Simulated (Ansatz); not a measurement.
Crystal: AlN.

```
CELL_PARAMETERS angstrom
3.11300 0.00000 0.00000
-1.55650 2.69594 0.00000
0.00000 0.00000 4.98100
ATOMIC_POSITIONS crystal
Al 0.66667 0.33333 0.50000
Al 0.33333 0.66667 0.00000
N 0.66667 0.33333 0.88000
N 0.33333 0.66667 0.38000
```

Below is the output of Ansatz 0.2.0 for this cell. Logs are shortened: lines on timing, memory, paths and dates and some standing lists are left out, and cuts for length are marked.

```text
Warning: RAYON_NUM_THREADS=2 ignored (pool sized by the plan → 2); use --threads N
Engine: ansatz 0.2.0, aarch64-unknown-linux-gnu
Pseudopotentials: kind: paw
Pseudopotential: Al, paw, valence charge 3, recommended cutoff 500 eV (meta_gga), Al.paw.azcp
Pseudopotential: N, paw, valence charge 5, recommended cutoff 500 eV (meta_gga), N.paw.azcp
Functional definition: r2SCANh
  parameter a = 0.1
  parameter k0 = 0.174
  parameter k1 = 0.065
  parameter a1 = 4.9479
  exchange = (1 - a)*r2scan_x(k0 = k0, k1 = k1, a1 = a1) + a*exact_x
  correlation = r2scan_c
Crystal: 4 atoms, lattice volume = 41.803 Å³
Basis set: ecut = 500 eV, 1087 PW (Γ), exchange–correlation on 96×96×160 points (64 copies of the dense FFT grid, shifted against one another)
Bands: 12, of which v1, the nominal top of the filled ones, is band 8 counted from 1 (7 counted from 0)
Symmetry: 12 space group operations
Space group: P63mc (ITA 186), of the structure as read, at distance tolerance 3.5e-5 Å
k-points: 10 of 75 (time reversal used)
Non-local potential: Al, projectors of the file, l = 0: 2, l = 1: 2, l = 2: 1
Non-local potential: N, projectors of the file, l = 0: 2, l = 1: 2, l = 2: 1
PAW form: soft (Blöchl's): semilocal exchange-correlation on the pseudo side does not see the compensation charge
PAW frozen core: Al, regenerated for the run's functional, and the local potential with it (the file was generated under x = pbe(κ = 0.804, μ = 0.2195149727645171), c = pbe(β = 0.06672455060314922))
PAW frozen core: N, regenerated for the run's functional, and the local potential with it (the file was generated under x = pbe(κ = 0.804, μ = 0.2195149727645171), c = pbe(β = 0.06672455060314922))
PAW one-centre angular grid: Al, 302 points (default); XC on 160 Gauss nodes
PAW one-centre angular grid: N, 302 points (default); XC on 160 Gauss nodes
Initial density: superposition of atomic densities (neutral atoms: chi_scale 0, normalization atom), corrected by the library's trained network
Initial wavefunctions: pseudopotential atomic-orbital guess
Functional: x = r2scan, c = r2scan; τ floored in thin density (d = 2e-4 eV/Å³), warm-up for x = 0.9 r2scan + 0.1 exact, c = r2scan; τ floored in thin density (d = 2e-4 eV/Å³)
SCF iter   1: F=—  HF=-1856.821889 eV  |F-HF|=—  |Δ(HF+E_count)|=         —  Δρ=6.78e-3  dr2=2.00e-2  dr2_τ=3.13e-1  ethr=1.77e-3  ⟨swp⟩=8.9  Hψ=694  notcnv=0
preconditioner: auto → none  [insulator: Δε(μ)=4.763 eV  Ē_g=14.193 eV  σ=0.050 eV  W_gap=1.00  n_scr=2 (ndim 8)  ℏωp=23.0 eV  f_vac=0.000  D(μ)=0.00/eV (n_scr^D=0)]
[... 158 lines left out ...]
Internal energy: -1856.654063 eV  (E = F + TS)
E sigma→0 (E₀):  -1856.654063 eV
Fermi energy:    9.365870 eV
--- Per-component energies (eV) ---
  E_band       = 13.637208
  E_kinetic    = 322.177118
  E_local      = -447.368701  (includes V_loc(G=0)·N_el)
  E_nonlocal   = 108.135735
  E_hartree    = 157.123058
  E_xc         = -180.297210
  E_vxc        = -215.823486  (∫ρ·V_xc dr)
  E_exx        = -17.076979  (= α·E_x^exact, valence–valence)
  E_paw        = -1205.316693  (= ΣΔE_a)
  E_vpaw       = -44.402978  (= ΣTr[D̂ρ^β])
  E_aug_tail   = 0.000038  (compensation charges beyond the density's cutoff)
  E_vtau       = 10.827324  (kinetic-family band-sum trace: ∫τ·v_τ [+ j·A + Jᵃ·Aᵃ] dr)
  E_ewald      = -593.819923
  E_core_change = -0.210506  (= ΣΔE_core)
  E_smearing   = -0.000000  (= −TS)
  E_closure    = 0.000000  (closes the sum)
  Σ components = -1856.654063   (vs F -1856.654063, Δ=0.00e0)
--- Forces (eV/Å), atoms counted from 1 ---
  atom   1  Al     0.00000000     0.00000000     0.00031586
  atom   2  Al     0.00000000    -0.00000000     0.00031586
  atom   3  N      0.00000000    -0.00000000    -0.00043282
  atom   4  N      0.00000000     0.00000000    -0.00043282
  max |Σ_I F_I| component: 2.34e-4 eV/Å
--- Stress (GPa, compression-positive) ---
        0.003313       0.000000       0.000000
        0.000000       0.003313       0.000000
        0.000000       0.000000      -0.012064
  P = ⅓ Tr σ = -0.0018 GPa (-0.018 kbar)
--- Band table (eV; the first three rows and the last of 10) ---
  k-point 0: bands = ["-9.9898", "-7.7938", "0.2255", "5.5934", "5.5934", "6.2854", "6.2854", "6.5283", "12.2013", "14.8741"]
  k-point 1: bands = ["-9.5591", "-8.4989", "1.6328", "4.5647", "5.7584", "5.7584", "6.1041", "6.1041", "13.7102", "14.9772"]
  k-point 2: bands = ["-9.4795", "-7.5296", "0.8563", "3.6410", "4.5607", "5.0446", "6.1563", "6.2527", "13.8714", "16.0448"]
  k-point 9: bands = ["-7.6031", "-7.3630", "0.9713", "1.4602", "2.8946", "3.8391", "4.9780", "5.5697", "13.8919", "15.2339"]
  guard bands above this table: 2 of the run's 12 bands. The solve was not asked for them (output.publish_guard_bands: true or output.eigenvalues: true publishes all)
--- Relaxed structure (5 steps of the walk, 5 accepted, 1 SCFs on fresh bases) ---
  F+E_penalty+E_count = -1856.65406258 eV   max|allowed force component| = 3.743e-4 eV/Å   (the final SCF, on the basis selected at the relaxed cell)
  cell:  # Å, volume = 41.3507 Å³
    - [3.1010501906703616, 4.42231782328357e-19, -1.4395824891953695e-34]
    - [-1.5505250953351808, 2.6855882435311105, 1.2184772471922558e-34]
    - [-2.303424471139355e-34, 9.21369788455742e-35, 4.965175414551216]
  atoms:
    - { symbol: Al, position: [0.6666666666666666, 0.3333333333333333, 0.49906584168724477] }
    - { symbol: Al, position: [0.3333333333333333, 0.6666666666666666, -0.0009341583127552371] }
    - { symbol: N, position: [0.6666666666666666, 0.3333333333333333, 0.8809341583127552] }
    - { symbol: N, position: [0.3333333333333333, 0.6666666666666666, 0.38093415831275523] }
```

**Question.** Write the input and the command behind it.

**Answer.** Relaxation of cell and atoms with r2SCANh, no spin polarisation. The files as run (others can give the same):

input.yaml
```yaml
crystal:
  lattice:
    - [3.113, 0.0, 0.0]
    - [-1.5565, 2.695937082, 0.0]
    - [0.0, 0.0, 4.981]
  atoms:
    - { symbol: Al, position: [0.6666666667, 0.3333333333, 0.5] }
    - { symbol: Al, position: [0.3333333333, 0.6666666667, 0.0] }
    - { symbol: "N", position: [0.6666666667, 0.3333333333, 0.88] }
    - { symbol: "N", position: [0.3333333333, 0.6666666667, 0.38] }
hamiltonian:
  xc: r2scanh
  pseudopotentials: { kind: paw }
kpoints:
  mp_grid: { grid: [5, 5, 3] }
scf:
  occupations: { method: fermi_dirac, width: 0.05 }
output:
  forces: true
  stress: true
relax:
  f_tol: 0.01
  max_steps: 40
  cell: { stress_tol: 0.05 }
```

Potentials or basis: Ansatz PAW.
The run is started by
```sh
$ ansatz run input.yaml --threads 2 --pin off --max-ram 5632MiB --backend cpu --events-out ev --progress --plain --runs-dir out
```

Caveat: the k mesh is coarse (spacing up to 0.47 Å⁻¹), so the values aren't converged, least of all with exact exchange; odd divisions of the mesh miss points on the zone boundary, where band edges often lie, so the gap on the mesh can be too wide; the plane-wave basis is chosen anew once the cell has moved, so the energies of steps on either side of that aren't comparable; the PAW data sets come from PBE, with cores solved anew for the run's functional, which leaves a small shift of forces and pressure.
